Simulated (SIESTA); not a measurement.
**In under changes of volume**

One of the cells (26.666 Å³/atom); the others are scaled copies at fixed shape and fractional positions:

```
In
1.0
    -1.63624    1.63624    2.49008
     1.63624   -1.63624    2.49008
     1.63624    1.63624   -2.49008
In
1
Direct
  0.00000 0.00000 0.00000
```

| Item | Value |
| --- | --- |
| Program | SIESTA 5.4.2 |
| Functional | PBE |
| Potentials or basis | PseudoDojo 0.4 standard (PBE files) |
| Basis | DZP (energy shift 0.003 Ry; two zetas on semicore shells) |
| Grid cutoff | 500 Ry |
| Energy shift | 0.003 Ry |
| k mesh | 11 × 11 × 11 |
| Occupations | fermi-dirac, width 0.05 eV |
| Spin | no spin polarisation |

```csv
volume (Å³/atom),energy over the lowest point (meV/atom),pressure (GPa)
24.575,49.64,6.1
25.098,?,?
25.621,19.37,3.6
26.666,3.78,1.4
27.189,0.59,0.6
27.712,0.00,-0.2
```

**Question.** What does the run at 25.098 Å³/atom give?

**Answer.** Energy over the lowest point 32.71 meV/atom; pressure 4.7 GPa.

Worked out: A Birch-Murnaghan fit of order 3 (a polynomial in V^(-2/3)) to the other rows has its minimum at 27.57 Å³/atom with B0 = V·E''(V) = 39 GPa and B' = 4.7 at fixed shape and positions, which overstates the stiffness. It gives 32.46 meV/atom at 25.098 Å³/atom, against the run's 32.71, and -dE/dV = 4.6 GPa, against 4.7.

Energies are extrapolated to zero smearing.

Caveats: the basis of atomic orbitals isn't converged, which shifts pressures, moduli and gaps.
